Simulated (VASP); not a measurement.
A run of VASP 6.6.1 is set up as follows.

POSCAR

```
GaSe
1.0
    3.7709714957      0.0000000000     -0.0000000000
   -1.8854857479      3.2657571122      0.0000000000
    0.0000000000      0.0000000000     15.9666916064
  Ga              Se
     4     4
Direct
     0.3333333332999970    0.6666666667000030    0.1734623021079313
     0.6666666667000030    0.3333333332999970    0.6734623021079313
     0.3333333332999970    0.6666666667000030    0.3265376978920687
     0.6666666667000030    0.3333333332999970    0.8265376978920687
     0.3333333332999970    0.6666666667000030    0.5995067362780013
     0.6666666667000030    0.3333333332999970    0.0995067362780014
     0.3333333332999970    0.6666666667000030    0.9004932637219987
     0.6666666667000030    0.3333333332999970    0.4004932637219986
```

File INCAR.step1:

```
SYSTEM = GaSe
PREC = Accurate
ENCUT = 600
EDIFF = 1E-8
ISMEAR = 0
SIGMA = 0.03
LREAL = .FALSE.
LASPH = .TRUE.
NELM = 80
ALGO = Normal
ISIF = 3
LWAVE = .FALSE.
LCHARG = .FALSE.
GGA = PE
IVDW = 12
KPAR = 2
IBRION = 2
NSW = 40
EDIFFG = -0.002
```

File INCAR.step2:

```
SYSTEM = GaSe
PREC = Accurate
ENCUT = 600
EDIFF = 1E-8
ISMEAR = 0
SIGMA = 0.03
LREAL = .FALSE.
LASPH = .TRUE.
NELM = 80
ALGO = Normal
ISIF = 2
LWAVE = .FALSE.
LCHARG = .FALSE.
GGA = PE
IVDW = 12
KPAR = 2
IBRION = 6
NFREE = 2
POTIM = 0.015
NSW = 1
```

Contents of KPOINTS:

```
Automatic mesh
0
G
  12 12 2
  0 0 0
```

Potentials or basis: VASP PAW PBE potentials, release 64 (Ga_d, Se).

Command:

```console
$ cat potpaw_PBE.64/Ga_d/POTCAR potpaw_PBE.64/Se/POTCAR > POTCAR
$ cp INCAR.step1 INCAR
$ mpirun -np 2 vasp_std > vasp.out
$ cp CONTCAR POSCAR
$ cp INCAR.step2 INCAR
$ mpirun -np 2 vasp_std > vasp.out
```

Task: Predict the highest phonon frequency at Γ, LO-TO splitting left out.

Result: 303 cm⁻¹.

Task: Predict the dispersion energy per atom.

Result: -0.290 eV.

Phonon frequencies in cm⁻¹ (negative: imaginary):
```
              q point                                                                         frequencies
(0.000, 0.000, 0.000)  0 0 0 17 17 38 53 53 55 55 124 132 201 201 201 201 206 206 206 206 233 241 303 303
```
